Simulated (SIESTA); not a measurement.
**CaSe under changes of volume**

One of the cells (25.829 Å³/atom); the others are scaled copies at fixed shape and fractional positions:

```xyz
2
Lattice="0.0000 2.9560 2.9560 2.9560 0.0000 2.9560 2.9560 2.9560 0.0000" Properties=species:S:1:pos:R:3 pbc="T T T"
Se    2.9560    2.9560    2.9560
Ca    0.0000    0.0000    0.0000
```

* Program: SIESTA 5.4.2
* Functional: WC
* Potentials or basis: PseudoDojo 0.4 standard (PBEsol files)
* Basis: DZP (energy shift 0.002 Ry; d shell added on Ca)
* Grid cutoff: 800 Ry
* Energy shift: 0.002 Ry
* k mesh: 8 × 8 × 8
* Occupations: fermi-dirac, width 0.05 eV
* Spin: no spin polarisation

```tsv
volume (Å³/atom)	energy over the lowest point (meV/atom)	pressure (GPa)	gap on the mesh (eV)
24.280	7.95	2.4	1.93
24.796	2.11	1.2	1.98
25.313	0.00	0.1	2.03
25.829	?	?	?
26.346	5.72	-1.8	2.12
26.863	12.85	-2.6	2.16
27.379	22.50	-3.4	2.19
```

Q: What does the run at 25.829 Å³/atom give?

A: Energy over the lowest point 1.31 meV/atom; pressure -0.9 GPa; gap on the mesh 2.08 eV.

Worked out: A Birch-Murnaghan fit of order 3 (a polynomial in V^(-2/3)) to the other rows has its minimum at 25.36 Å³/atom with B0 = V·E''(V) = 51 GPa and B' = 4.1. It gives 1.32 meV/atom at 25.829 Å³/atom, against the run's 1.31, and -dE/dV = -0.9 GPa, against -0.9. A straight line through the other rows of the gap, of slope 2.2 eV per unit of ln V, gives 2.07 eV, against the run's 2.08.

Energies are extrapolated to zero smearing.

Caveats: semicore shells carry a single zeta, which can move pressures by several GPa and volumes by a few percent; the potentials were made for another functional, which shifts forces and pressure; the basis of atomic orbitals isn't converged, which shifts pressures, moduli and gaps.

A mesh can miss the band edges. Spin-orbit coupling on Se is left out.
